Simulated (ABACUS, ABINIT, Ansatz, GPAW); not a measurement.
# Cost and result for the equilibrium volume of TePb

**What was measured.** The equilibrium volume of TePb (Fm-3m) is reported as 33.71 Å³/atom at 300 K (pmc:10701875, doi:10.1021/acsomega.3c06502). The runs below try to reproduce it.

The structure is cubic, space group Fm-3m (No. 225). The conventional cell has a = 6.462 Å, b = 6.462 Å, c = 6.462 Å, α = 90.00°, β = 90.00°, γ = 90.00°. Pb (site symmetry m-3m) is surrounded by 6 Te at 3.23 Å. Te (site symmetry m-3m) is surrounded by 6 Pb at 3.23 Å.

| rung | level | program and potentials | cutoff (eV) | k mesh | smearing | task | spin | core time | chip | equilibrium volume (Å³/atom) | miss | notes |
| --- | --- | --- | --- | --- | --- | --- | --- | --- | --- | --- | --- | --- |
| GGA + dispersion | PBEsol+D3(BJ)+ATM | Ansatz, Ansatz PAW | 420 | 7 × 7 × 7 | fermi-dirac 0.05 | relaxation of cell and atoms | off | 8.7 s | Intel Xeon | 32.12 | -4.7 % | potentials made for PBE, which Ansatz adapts in part |
| GGA | RPBE | Ansatz, Ansatz PAW | 420 | 7 × 7 × 7 | fermi-dirac 0.05 | relaxation of cell and atoms | off | 9.4 s | Arm Neoverse V1 | 36.84 | +9.3 % | potentials made for PBE, which Ansatz adapts in part |
| GGA | PBEsol | Ansatz, Ansatz PAW | 420 | 7 × 7 × 7 | fermi-dirac 0.05 | equation of state | off | 14 s | Intel Xeon | 33.41 | -0.9 % | potentials made for PBE, which Ansatz adapts in part |
| GGA + dispersion | BLYP+D4 | Ansatz, Ansatz PAW | 420 | 7 × 7 × 7 | fermi-dirac 0.05 | relaxation of cell and atoms | off | 15 s | Arm Neoverse V1 | 37.10 | +10.1 % | potentials made for PBE, which Ansatz adapts in part |
| GGA + dispersion | revPBE+D3(BJ) | Ansatz, all-electron LAPW, scalar-relativistic | - | 7 × 7 × 7 | fermi-dirac 0.05 | relaxation of cell and atoms | off | 18 s | Intel Xeon Platinum 8375C Ice Lake | 33.38 | -1.0 % | - |
| GGA | BLYP | Ansatz, all-electron LAPW, scalar-relativistic | - | 7 × 7 × 7 | fermi-dirac 0.05 | relaxation of cell and atoms | off | 27 s | Arm Neoverse V1 | 38.21 | +13.3 % | - |
| GGA + dispersion | PBEsol+D3(BJ) | GPAW, PAW data sets generated for this functional | 600 | 6 × 6 × 6 | fermi-dirac 0.05 | equation of state | off | 3.2 min | Intel Xeon Platinum 8259CL Skylake/Cascade Lake | 31.84 | -5.5 % | - |
| GGA | WC | ABACUS, SG15 ONCV 1.2 PBE, plane waves | 1129 | 6 × 6 × 6 | fermi-dirac 0.05 | equation of state | off | 3.4 min | Intel Xeon Platinum 8259CL Skylake/Cascade Lake | 33.48 | -0.7 % | potentials made for PBE; fit through 4 volumes |
| GGA | PBE | ABINIT, PseudoDojo NC FR PBE v0.4 standard | 1088 | 5 × 5 × 5 | fermi-dirac 0.05 | relaxation of cell and atoms | SOC, no magnetisation | 20 min | Arm Neoverse V2 | 35.40 | +5.0 % | - |

Times are single runs on shared hosts and different chips, so they are rough; meshes, cutoffs and the tasks' sizes weigh on the time. Smearing widths are in eV. Meshes differ between rows, which moves values too. Meshes are those of the run's cell of 2 atoms unless a note names another. Relaxations start from the cell shown or near it and stop with a little pressure left. Misses use the values as printed. Runs on faulty files, with rough fits or with known faults for this quantity aren't shown.

By rung: GGA + dispersion 31.84 to 37.10; GGA 33.41 to 38.21 (Å³/atom). Measured: 33.71 Å³/atom at 300 K (pmc:10701875, doi:10.1021/acsomega.3c06502). Closest is WC (-0.7 %). The runs are for a static lattice, while measurements hold temperature and zero-point motion.
